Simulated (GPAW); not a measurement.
GaAs:

```
As Ga
1.0
     0.00000    2.82685    2.82685
     2.82685    0.00000    2.82685
     2.82685    2.82685    0.00000
As Ga
1 1
Direct
  0.75000 0.75000 0.75000
  0.00000 0.00000 0.00000
```

Base run:

* Program: GPAW 26.7.0
* Functional: WC
* Potentials or basis: PAW data sets generated in the run's folder for this functional
* Cutoff: 600 eV
* Basis: pw
* k mesh: 8 × 8 × 8
* Occupations: fermi-dirac, width 0.05 eV
* Spin: spin-orbit coupling, no magnetisation

Its results: band gap on the k mesh 0.34 eV, direct; pressure 1.3 GPa.

**Question.** The run is repeated on the same cell with these changes: functional from WC to BP86. What comes out?

**Answer.** Band gap on the k mesh 0.38 eV, direct; pressure 4.5 GPa.

Caveats: spin-orbit coupling was added after a scalar SCF, so levels and gaps hold it while energy, forces, pressure and moments don't; this program's spin-orbit splittings come out too wide for heavy elements.

Not every run made on this cell is shown here.
